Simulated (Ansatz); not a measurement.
This script makes an equation of state with a fit of MgO, space group P6_3mc with the Ansatz DFT code, driven from Python.

Script `mgo.py`:
```python
import ansatz
from ase.eos import EquationOfState
from ase.units import GPa
import numpy as np

VECTORS = np.array([
    [3.307787, 0.0, 0.0],
    [-1.653893, 2.864628, 0.0],
    [0.0, 0.0, 4.982882],
])
SITES = [
    ("Mg", (1 / 3, 2 / 3, 0.00216)),
    ("Mg", (2 / 3, 1 / 3, 0.50216)),
    ("O", (1 / 3, 2 / 3, 0.40244)),
    ("O", (2 / 3, 1 / 3, 0.90244)),
]


def make_crystal(cell):
    crystal = ansatz.Crystal(lattice=ansatz.Lattice.of(cell))
    for symbol, position in SITES:
        crystal = crystal.atom(symbol, position)
    return crystal

volumes, energies = [], []
for scale in np.linspace(0.95, 1.07, 5):
    cell = VECTORS * scale ** (1 / 3)
    model = (
        make_crystal(cell).calculation()
        .functional("lda")
        .basis(420)
        .accuracy("low")
        .occupations("fixed")
        .eigensolver("auto")
        .kpoints(7, 7, 4)
    )
    summary = model.run().report
    volumes.append(abs(np.linalg.det(cell)) / len(SITES))
    energies.append(summary["free_energy_ev"] / len(SITES))
    print(f"V = {volumes[-1]:8.4f} A^3/atom  F = {energies[-1]:.5f} eV/atom")

eos = EquationOfState(volumes, energies, eos="sj")
v0, e0, bulk = eos.fit()
print(f"V0 = {v0:.4f} A^3/atom, E0 = {e0:.5f} eV/atom, B = {bulk / GPa:.1f} GPa")
```

From its runs, with one value withheld:

| V (Å³/atom) | F less the lowest row shown (meV/atom) |
| --- | --- |
| 11.214 | ? |
| 11.568 | 0.00 |
| 11.922 | 8.05 |
| 12.276 | 23.33 |
| 12.630 | 44.71 |

What is the missing energy at 11.214 Å³ an atom?

A third-order Birch-Murnaghan fit, E = E0 + (9 V0 B0 / 16) [(t - 1)³ B' + (t - 1)² (6 - 4t)] with t = (V0/V)^(2/3), through the 4 rows shown gives V0 = 11.408 Å³, B0 = 134.7 GPa, B' = 4.52 and E0 = -0.91 meV. At V = 11.214 Å³, t = 1.01154, and the fit extrapolates to 0.53 meV. The run gave 0.30 meV, a miss of 0.23 meV.

Caveats:
- The settings weren't tested for convergence.
- Shape and fractional positions are held along the curve, so the bulk modulus is an upper value where they are free to relax.
- The structure comes from a database of computed cells and needn't be a stable or known phase.
- Hardware and time: 7.9 s on 1 thread of Arm Neoverse V2, on a shared host, peak memory 0.34 GiB.
